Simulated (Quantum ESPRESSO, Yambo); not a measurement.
# GaN (P6_3mc): G0W0 with Yambo, start to end, part 3 of 3

How does a plane-wave GW calculation on GaN (P6_3mc) run from the first input to the gap?

Quantum ESPRESSO 7.5 and Yambo 5.3.0; PBE and many-body steps on it, plane waves. Known limits of the many-body steps: not at the basis limit; no spin-orbit coupling.

So far. Step 3 (Bands along the symmetry lines): The gap is 1.925 eV, as in the run before at this level. Step 4 (Empty states on the mesh, 6×6×4 mesh, 129 bands): On this mesh the gap is 1.925 eV.

The database entry behind the starting cell has ideal inner coordinates that were not refined, so it need not match the best structure at ambient conditions.

### 6. Screening and self-energy, 6×6×4 mesh, 129 bands, screening to 197.3 eV

G0W0 replaces the xc potential by the self-energy, built once from these orbitals. Only a window of levels is corrected, while the sums run over the empty bands that the input names.

This step: G0W0 on PBE, plane waves, norm-conserving pseudopotentials.

Input file gw1.in:

```
HF_and_locXC
gw0
dyson
ppa
em1d
rim_cut
RandQpts= 1000000
RandGvec= 1 RL
EXXRLvcs= 104 Ry
VXCRLvcs= 416 Ry
Chimod= "HARTREE"
% BndsRnXp
 1 | 129 |
%
NGsBlkXp= 14.5 Ry
% LongDrXp
 1 | 1 | 1 |
%
% GbndRnge
 1 | 129 |
%
DysSolver= "n"
ExtendOut
PPAPntXp= 27.21138 eV
% QPkrange
 1 | 1 | 25 | 28 |
%
```

On the command line:

```bash
OMP_NUM_THREADS=1 mpirun -n 4 yambo -F gw1.in -J gw1 -C gw1 > gw1.log
```

The program printed:

```text
 Yambo, version 5.3.0

 [02] CORE Variables Setup
 =========================

  [... cell, symmetries and grids as in the set-up ...]

  [02.05] Energies & Occupations
  ==============================

  [X] === General ===
  [X] Electronic Temperature                        :  0.000000  0.000000 [eV K]
  [X] Bosonic    Temperature                        :  0.000000  0.000000 [eV K]
  [X] Finite Temperature mode                       : no
  [X] El. density                                   :  0.11371E+25 [cm-3]
  [X] Fermi Level                                   :  11.67297 [eV]

  [X] === Gaps and Widths ===
  [X] Conduction Band Min                           :  1.924975 [eV]
  [X] Valence Band Max                              :  0.000000 [eV]
  [X] Filled Bands                                  :  26
  [X] Empty Bands                                   :   27  129
  [X] Direct Gap                                    :  1.924975 [eV]
  [X] Direct Gap localized at k                     :  1
  [X] Indirect Gap                                  :  1.924975 [eV]
  [X] Indirect Gap between kpts                     :  1  1
  [X] Last valence band width                       :  2.679448 [eV]
  [X] 1st conduction band width                     :  4.523305 [eV]

 [03] Transferred momenta grid and indexing
 ==========================================

 IBZ Q-points                                      :  24
 BZ  Q-points                                      :  144

 K/Q-points units:
 rlu = crystal or reduced units; cc = cartesian coordinates; iku = interal k-units

 Q [ 1]         [rlu]:  0.000000  0.000000  0.000000
 Q [ 2]         [rlu]:  0.000000  0.000000  0.250000
 Q [ 3]         [rlu]:  0.000000  0.000000 -0.500000
 Q [ 4]         [rlu]:  0.96489E-17  0.16667       0.0000
 Q [ 5]         [rlu]:  0.96489E-17  0.16667      0.25000
 Q [ 6]         [rlu]:  0.96489E-17  0.16667     -0.50000
 Q [ 7]         [rlu]:  0.19298E-16  0.33333       0.0000
 Q [ 8]         [rlu]:  0.19298E-16  0.33333      0.25000
 Q [ 9]         [rlu]:  0.19298E-16  0.33333     -0.50000
 Q [10]         [rlu]: -0.28947E-16 -0.50000       0.0000
     [... 12 further rows ...]
 Q [23]         [rlu]: -0.19298E-16 -0.33333      0.25000
 Q [24]         [rlu]: -0.166667 -0.333333  0.250000

 [04] Coloumb potential Random Integration (RIM)
 ===============================================

  [04.01] RIM initialization
  ==========================

  * Diagonal components only detected *

  8 x (sBL volume)        :  0.044655 [a.u.]
  sBZ random points       :  1000000
  Points outside the sBZ  :   7980387
  RL volume               :  0.803799 [a.u.]
  Integrated volume       :  0.805774 [a.u.]

  [04.02] RIM integrals
  =====================

  Gamma point sphere radius             :  0.064354 [a.u.]
  Points outside the sphere             :   800078
  [Int_sBZ(q=0) 1/q^2]*(Vol_sBZ)^(-1/3) =:  7.698568
                                 should be <:  7.795600

  Summary of Coulomb integrals for non-metallic bands |Q|[au] RIM/Bare

  Q [1] 0.100000E-4 0.987553 * Q [2] 0.160191 0.992610
  Q [4] 0.200590 1.086958 * Q [5] 0.256705 1.047852
  Q [22] 0.256705 1.046860 * Q [3] 0.320381 1.007831
  Q [13] 0.347431 1.031623 * Q [6] 0.377995 1.014504
  Q [14] 0.382583 1.024259 * Q [7] 0.401179 1.024162
  Q [23] 0.431979 1.019296 * Q [8] 0.431979 1.019695
  Q [15] 0.472602 1.013583 * Q [9] 0.513409 1.012467
  Q [16] 0.530710 1.014946 * Q [24] 0.554359 1.012871
  Q [17] 0.554359 1.013241 * Q [10] 0.601769 1.011919
  Q [18] 0.619917 1.010099 * Q [11] 0.622725 1.010810
  Q [12] 0.681740 1.008845 * Q [19] 0.694863 1.009785
  Q [20] 0.713089 1.009131 * Q [21] 0.765166 1.007868

 [05] Dipoles
 ============

  [05.01] Setup: observables and procedures
  =========================================

  [WARNING] [x,Vnl] slows the Dipoles computation. To neglect it rename the ns.kb_pp file

 [06] Dynamic Dielectric Matrix (PPA)
 ====================================

 [WR./gw1//ndb.pp]---------------------------------------------------------------
  Brillouin Zone Q/K grids (IBZ/BZ)                :   24  144   24  144
  RL vectors                                       :   6779 [WF]
  Coulomb cutoff potential                         : none
  Electronic Temperature                           :  0.000000 [K]
  Bosonic    Temperature                           :  0.000000 [K]
  PPA    diel. fun.  energies                      : Perdew, Burke & Ernzerhof(X)+Perdew, Burke & Ernzerhof(C)
  wavefunctions                                    : Perdew, Burke & Ernzerhof(X)+Perdew, Burke & Ernzerhof(C)
  Global Gauge                                     : length
  X matrix size                                    :  299
  X band range                                     :    1  129
  X e/h energy range                               : -1.000000 -1.000000 [eV]
  X Time ordering                                  : R
  X Hxc Kernel                                     : HARTREE
  X Drude frequency                                :  0.000000  0.000000
  X poles                                          :  100.0000 [o/o]
  RL vectors in the sum                            :   6779
  [r,Vnl] included                                 : yes
  Field direction                                  :  0.577350E-5  0.577350E-5  0.577350E-5
  BZ energy Double Grid                            : no
  BZ energy DbGd points                            : 0
  BZ Q point size factor                           : -1.000000
  X Optical Averaged directions                    : none

 [07] Local Exchange-Correlation + Non-Local Fock
 ================================================

 [VXC] Plane waves :   44217
 [EXS] Plane waves :   5563

 QP @ state[ 1 ] K range:  1  1
 QP @ state[ 1 ] b range:  25  28

 [xc] Functional : Perdew, Burke & Ernzerhof(X)+Perdew, Burke & Ernzerhof(C)
 [xc] LIBXC used to calculate xc functional
  PP Number of Atomic Species                      :  2
  NLCC RL compoments                               :   44217
  PP Number of Atomic Species                      :  2
  NLCC RL compoments                               :   44217

 [xc] E_xc :  -48.23865 [Ha]
      E_xc :  -96.47730 [Ry]

  Local XC kind (lXC) : Perdew, Burke & Ernzerhof(X)+Perdew, Burke & Ernzerhof(C)
  Non-Local XC kind (nlXC) : Hartree-Fock

  Corrections @ K [1] :  [eV]
 <25|nlXC|25> = -22.46805 -0.94723E-17 <25|lXC|25> = -19.06689  0.000000
 <26|nlXC|26> = -22.46804  0.80309E-18 <26|lXC|26> = -19.06689  0.000000
 <27|nlXC|27> = -10.20404  0.13931E-17 <27|lXC|27> = -14.19553  0.000000
 <28|nlXC|28> = -9.051968 -0.65302E-18 <28|lXC|28> = -13.97455  0.000000

 [08] Dyson equation: Newton solver
 ==================================

  [08.01] G0W0 (W PPA)
  ====================

  [  GW  ] Bands range     :    1  129
  [GW/PPA] G damping       :  0.100000 [eV]

  QP @ state[ 1 ] K range:  1  1
  QP @ state[ 1 ] b range:  25  28

   Sc/G bands                                       :    1  129
   Sc/G damping                                     :  0.100000 ev
   Sc bands terminator                              : no
   Sx RL components                                 :   5563

   QP @ state[ 1 ] K range                          :  1  1
   QP @ state[ 1 ] b range                          :  25  28
   GF energies kind                                 : Perdew, Burke & Ernzerhof(X)+Perdew, Burke & Ernzerhof(C)
   GF WF`s kind                                     : Perdew, Burke & Ernzerhof(X)+Perdew, Burke & Ernzerhof(C)
   Xs energies kind                                 : Perdew, Burke & Ernzerhof(X)+Perdew, Burke & Ernzerhof(C)
   Xs WF`s kind                                     : Perdew, Burke & Ernzerhof(X)+Perdew, Burke & Ernzerhof(C)

 [11] Game Over & Game summary
```

Run time: 16 min. Hardware: 4 MPI ranks of Intel Xeon 6975P-C (Granite Rapids), shared host; peak memory 3.9 GiB.

This step gave:

* G0W0 gap on the points computed: 2.777 eV
* starting gap on the mesh: 1.925 eV
* k of the valence top: 0, 0, 0
* k of the conduction bottom: 0, 0, 0
* least direct G0W0 gap on the computed points: 2.777 eV
* Z at the valence top: 0.7910
* Z at the conduction bottom: 0.8178

The gap on the mesh goes from 1.92 eV to 2.78 eV, a correction of +0.85 eV.

Limits: finite bands, cutoff and mesh; no spin-orbit coupling. v1 is the top filled band, c1 the lowest empty one. Levels before and after the correction, in eV, zero at the valence-band top of each column:

```csv
,conduction bottom,valence top
Kohn-Sham,1.92,0.00
G0W0,2.78,0.00
```

|  | level | energy (eV) |
| --- | --- | --- |
| Kohn-Sham | Γ v2-v1 | 0.000 |
| Kohn-Sham | Γ c1 | 1.925 |
| Kohn-Sham | Γ c2 | 4.278 |
| G0W0 | Γ v2-v1 | 0.000 |
| G0W0 | Γ c1 | 2.777 |
| G0W0 | Γ c2 | 5.297 |

### 7. Where the time went

Times are wall times on the hardware named with each run, good to a factor of about two.

```csv
step,time,share,memory (GiB)
ground state,11 s,1 %,0.4
bands along the symmetry lines,7.1 s,1 %,0.31
empty states on the mesh,16 s,2 %,0.49
conversion and set-up,2.6 s,0 %,0.26
screening and self-energy,16 min,96 %,3.9
```

### 8. Summary of results

```
PBE gap              : 1.92 eV, direct
G0W0 gap on the mesh : 2.78 eV
GW settings          : 6×6×4 mesh, 129 bands, screening to 197.3 eV, Godby-Needs plasmon pole
known limits         : not at the basis limit; no spin-orbit coupling
```

G0W0 moves the gap on the mesh from 1.92 eV to 2.78 eV (+0.85 eV), with Z of 0.79 and 0.82 at the edges. Only 1 of the mesh's irreducible points was corrected, so a valley elsewhere could overtake. The dearest step here is «screening and self-energy». Bands and cutoff are finite, so the gap is not at the basis limit. The miss can reach some tenths of an eV and take either sign; the mesh is an error of its own. In the G0W0 run levels were corrected at 1 k point alone, so a gap called «on the mesh» is the least over those, and an edge elsewhere would be missed. The many-body steps are scalar-relativistic: spin-orbit coupling is not in them.

[Paths, hosts, dates, memory and timing lines, banners, echoed tables and standing remarks are left out of the program output.]

[Logs are printed without paths, hosts, clocks, repeated set-up lines and the standing remarks that a program may print on its own settings, such as how far it seeks lower states.]

[Runs of the session that timed out or met a known fault of the program may be left out.]

[Hosts, paths, dates, database ids (printed as entryN), source tags and the programs' standing remarks are cut or masked in the printed files.]
